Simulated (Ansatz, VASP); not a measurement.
# One calculation of W, two programs

File INCAR:

```
SYSTEM = W
  ALGO = Normal
  EDIFF = 1E-6
  ENCUT = 520
  GGA = PE
  ISIF = 2
  ISMEAR = -1
  LASPH = .TRUE.
  LCHARG = .TRUE.
  LELF = .TRUE.
  LREAL = .FALSE.
  LVHAR = .TRUE.
  LWAVE = .FALSE.
  NBANDS = 13
  NELM = 100
  PREC = Accurate
  SIGMA = 0.01
```

File KPOINTS:

```
k-points
0
G
  14 14 14
  0 0 0
```

Contents of POSCAR:

```
W
1.0
   -1.5921723362      1.5921723362      1.5921723362
    1.5921723362     -1.5921723362      1.5921723362
    1.5921723362      1.5921723362     -1.5921723362
W
1
Direct
    0.0000000000      0.0000000000      0.0000000000
```

Input for Ansatz:

```yaml
crystal:
  lattice:
    - [-1.5921723362, 1.5921723362, 1.5921723362]
    - [1.5921723362, -1.5921723362, 1.5921723362]
    - [1.5921723362, 1.5921723362, -1.5921723362]
  atoms:
    - { symbol: W, position: [0.0, 0.0, 0.0] }
hamiltonian:
  xc: pbe
  pseudopotentials:
    kind: paw
    azcp:
      W: "pseudopotentials/W.paw.azcp"
basis:
  ecutwfc: 420
  fft_grid_basis: typed
kpoints:
  mp_grid: { grid: [14, 14, 14], shift: [0, 0, 0] }
magnetization:
  spin_polarized: false
scf:
  occupations: { method: fermi_dirac, width: 0.01 }
  lower_state_search: "off"
output:
  stress: true
```

Alike in both runs: task single point; functional PBE; k mesh 14 × 14 × 14; occupations fermi-dirac, width 0.01 eV; no spin polarisation.

|  | VASP | Ansatz |
| --- | --- | --- |
| version | VASP 6.6.1 | Ansatz 0.2.0 |
| potentials or method | VASP PAW PBE potentials, release 64 (W_sv) | plane waves (420 eV) with PAW, scalar-relativistic |
| plane-wave cutoff (eV) | 520 | 420 |
| valence electrons in the cell | 14 | 14 |

Ansatz gave:

* pressure (GPa): 0.4

Problem. What did VASP give for the same quantities?

Solution. Pressure (GPa): 0.8.

Spin-orbit coupling is left out, which matters for the levels of W.
